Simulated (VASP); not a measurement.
Crystal: HgSe.

```
Hg Se
1.0
     0.00000    3.03900    3.03900
     3.03900    0.00000    3.03900
     3.03900    3.03900    0.00000
Hg Se
1 1
Direct
  0.00000 0.00000 0.00000
  0.75000 0.75000 0.75000
```

| Item | Value |
| --- | --- |
| Program | VASP 6.6.1 |
| Task | relaxation of cell and atoms |
| Functional | PBE |
| Dispersion | MBD |
| Potentials or basis | VASP PAW PBE potentials, release 64 (Hg, Se) |
| Cutoff | 600 eV |
| k mesh | 8 × 8 × 8 |
| Occupations | fermi-dirac, width 0.05 eV |
| Spin | no spin polarisation |

At the start: pressure 3.7 GPa; volume 28.07 Å³/atom.

Problem. Where does the relaxation end?

Solution. Over 3 steps the energy falls by 21.2 meV/atom and the volume is 30.02 Å³/atom (+7.0 %); space group F-43m (No. 216, to 0.05 Å).

Step by step:
```csv
step,energy change (eV),largest force (eV/Å),pressure (GPa),volume (Å³)
1,0.0000,0.0000,3.70,56.13
2,-0.0372,0.0000,-1.10,61.57
3,-0.0425,0.0000,-0.02,60.05
```

Final structure:
```cif
data_structure
_symmetry_space_group_name_H-M 'P 1'
_symmetry_Int_Tables_number 1
_cell_length_a 4.3954
_cell_length_b 4.3954
_cell_length_c 4.3954
_cell_angle_alpha 60.000
_cell_angle_beta 60.000
_cell_angle_gamma 60.000
_cell_volume 60.05
loop_
_atom_site_label
_atom_site_type_symbol
_atom_site_fract_x
_atom_site_fract_y
_atom_site_fract_z
_atom_site_occupancy
Hg1 Hg 0.00000 0.00000 0.00000 1
Se1 Se 0.75000 0.75000 0.75000 1
```
